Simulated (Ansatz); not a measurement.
Zone-centre phonons of Ti at 35 GPa: input and output

Method: DFT PBEsol, scalar-relativistic, plane waves, PAW in Ansatz.

Launched with:
```bash
ansatz run input.yaml --threads 1 --pin off --max-ram 3072MiB --backend cpu --events-out ev --progress --plain --runs-dir out
```

Input (bare energies are in eV):
```yaml
crystal:
  lattice:
    - [2.6958619967, 0.0, 0.0]
    - [-1.3479309983, 2.3346849743, 0.0]
    - [0.0, 0.0, 4.3246816493]
  atoms:
    - { symbol: Ti, position: [0.3333333333, 0.6666666667, 0.25] }
    - { symbol: Ti, position: [0.6666666667, 0.3333333333, 0.75] }
basis:
  ecutwfc: 420
kpoints:
  mp_grid: { grid: [18, 18, 10] }
hamiltonian:
  xc: pbesol
scf:
  occupations: { method: fermi_dirac, width: 0.15 }
output:
  eigenvalues: true
phonons:
  method: dfpt
  eigenvectors: true
```

The end of the output:
```
--- Phonons (Γ-DFPT): 2 representative perturbations + reference, on 546 of 3240 k-points (Σ response iterations 6) ---
  k mesh reduced under 4 symmetry operations, with k and −k counted as one. Each operation leaves every solved displacement unchanged or reverses it
  ASR residual: 1.663e-3 → 0.000e0 eV/Å²; symmetrization residual: 5.108e-10 eV/Å²
  ASR residual per site (eV/Å²): 1.66e-3 1.66e-3
  Γ frequencies (cm⁻¹): 0.00 0.00 0.00 56.86 56.86 327.73
  non-analytic LO–TO correction: not included (Born effective charges unavailable; polar crystals: no LO–TO splitting at Γ)
```

Time: 35 s on 1 thread of Intel(R) Xeon(R) 6975P-C (Granite Rapids), on a shared host, peak memory 1.2 GiB.

In a metal, frequencies and elastic constants depend on the k mesh and the smearing, soft modes and shear constants most. Other phases may be more stable at this pressure.